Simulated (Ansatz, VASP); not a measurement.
N in VASP and in Ansatz

```
CELL_PARAMETERS angstrom
4.33392 0.00000 0.00000
-2.16696 3.75329 0.00000
0.00000 0.00000 6.44552
ATOMIC_POSITIONS crystal
N 0.33333 0.66667 0.32893
N 0.33333 0.66667 0.17107
N 0.66667 0.33333 0.82893
N 0.66667 0.33333 0.67107
```

Change from the starting cell: strain +0.040 along x and y, -0.080 along z, atoms carried along.

Alike in both runs: task single point; functional PBEsol; k mesh 6 × 6 × 4; occupations gaussian, width 0.05 eV; no spin polarisation.

|  | VASP | Ansatz |
| --- | --- | --- |
| version | VASP 6.6.1 | Ansatz 0.2.0 |
| potentials or method | VASP PAW PBE potentials, release 64 (N) | scalar-relativistic, plane waves, PAW |
| plane-wave cutoff (eV) | 520 | 420 |
| valence electrons in the cell | 20 | 20 |

Ansatz gave:

```
gap on the k mesh at the Fermi level (eV)       : 7.92
least direct gap on the mesh (eV)               : 8.34
pressure (GPa)                                  : 16.7
largest component of the traceless stress (GPa) : 33.01
rms of the force components (eV/Å)              : 9.187
```

Estimate VASP's values.

gap on the k mesh at the Fermi level (eV): 7.85; least direct gap on the mesh (eV): 8.27; pressure (GPa): 21.1; largest component of the traceless stress (GPa): 42.58; rms of the force components (eV/Å): 11.919.

Atom by atom the forces differ by 2.732 eV/Å (rms over components). The functional is the same, so the differences come from potentials, cutoffs and numerics.

Caveats: the standard files for N, O and F lose accuracy on very short bonds; so large a pressure means that the cell lies far from this level's equilibrium, or that cutoff or potentials fall short (VASP); the potentials were made for another functional, which shifts forces and pressure (VASP). A k mesh can miss the band edges.
